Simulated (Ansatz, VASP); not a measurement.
## Two plane-wave programs on AlP

```
CELL_PARAMETERS angstrom
0.00000 2.72595 2.72595
2.72595 0.00000 2.72595
2.72595 2.72595 0.00000
ATOMIC_POSITIONS crystal
Al 0.00000 0.00000 0.00000
P 0.25000 0.25000 0.25000
```

Alike in both runs: functional PBE; dispersion D3(BJ); k mesh 8 × 8 × 8; occupations gaussian, width 0.02 eV; no spin polarisation.

Ansatz relaxed the structure, and its values are those at the end. VASP's run is a single point on that final structure, the one shown.

```csv
,VASP,Ansatz
version,VASP 6.6.1,Ansatz 0.2.0
potentials or method,"VASP PAW PBE potentials, release 64 (Al, P)","scalar-relativistic, plane waves, PAW"
plane-wave cutoff (eV),520,420
valence electrons in the cell,8,8
```

```tsv
	VASP	Ansatz	Ansatz less VASP
gap on the k mesh at the Fermi level (eV)	1.57	1.57	+0.002
least direct gap on the mesh (eV)	3.34	3.35	+0.002
pressure (GPa)	-0.1	0.0	+0.10
```

The functional is the same, so the differences come from potentials, cutoffs and numerics.

A k mesh can miss the band edges.
